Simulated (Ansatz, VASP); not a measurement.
**Two plane-wave programs on PtSe2**

The input INCAR:

```
SYSTEM = PtSe2
PREC = Accurate ; ENCUT = 520
EDIFF = 1E-6 ; ISMEAR = 0
SIGMA = 0.15 ; LREAL = .FALSE.
LASPH = .TRUE. ; NELM = 60
ALGO = Normal ; ISIF = 2
LWAVE = .FALSE. ; LCHARG = .FALSE.
GGA = PE ; IVDW = 12
NBANDS = 18
```

KPOINTS

```
regular mesh
0
G
  12 12 10
  0 0 0
```

File POSCAR:

```
PtSe2
1.0
    3.7240006046      0.0000000000      0.0000000000
   -1.8620003023      3.2250791273      0.0000000000
    0.0000000000      0.0000000000      5.0620000000
Pt Se
1 2
Direct
    0.0000000000      0.0000000000     -0.0095963282
    0.3333333333      0.6666666667      0.2618530225
    0.6666666667      0.3333333333      0.7618530225
```

Input for Ansatz:

```yaml
crystal:
  lattice:
    - [3.7240006046, 0.0, 0.0]
    - [-1.8620003023, 3.2250791273, 0.0]
    - [0.0, 0.0, 5.062]
  atoms:
    - { symbol: Pt, position: [0.0, 0.0, -0.0095963282] }
    - { symbol: Se, position: [0.3333333333, 0.6666666667, 0.2618530225] }
    - { symbol: Se, position: [0.6666666667, 0.3333333333, 0.7618530225] }
basis:
  ecutwfc: 420
  precision: f64
kpoints:
  mp_grid: { grid: [12, 12, 10] }
hamiltonian:
  xc: pbe
  dispersion: d3bj
scf:
  occupations: { method: gaussian, width: 0.15 }
  eigensolver: { kind: davidson }
output:
  forces: true
  eigenvalues: true
  stress: true
```

Alike in both runs: task single point; functional PBE; dispersion D3(BJ); k mesh 12 × 12 × 10; occupations gaussian, width 0.15 eV; no spin polarisation.

|  | VASP | Ansatz |
| --- | --- | --- |
| version | VASP 6.6.1 | Ansatz 0.2.0 |
| potentials or method | VASP PAW PBE potentials, release 64 (Pt, Se) | scalar-relativistic, plane waves, PAW |
| plane-wave cutoff (eV) | 520 | 420 |
| valence electrons in the cell | 22 | 50 |

Ansatz gave:

- gap on the k mesh at the Fermi level (eV): none
- pressure (GPa): 3.9
- largest component of the traceless stress (GPa): 1.90
- rms of the force components (eV/Å): 0.799

Task: What did VASP give for the same quantities?

Result: gap on the k mesh at the Fermi level (eV): none; pressure (GPa): 3.9; largest component of the traceless stress (GPa): 1.92; rms of the force components (eV/Å): 0.802.

Atom by atom the forces differ by 0.003 eV/Å (rms over components). A gap of «none» marks a metal or a gap that the smearing closes. The two sets of potentials don't hold the same shells in valence.

Caveats: pairwise dispersion overbinds metals, which lowers pressure and volume; forces of over 1 eV/Å show positions far from the minimum, so gaps and moduli don't describe the material at rest. Spin-orbit coupling is left out, which matters for the levels of Pt.
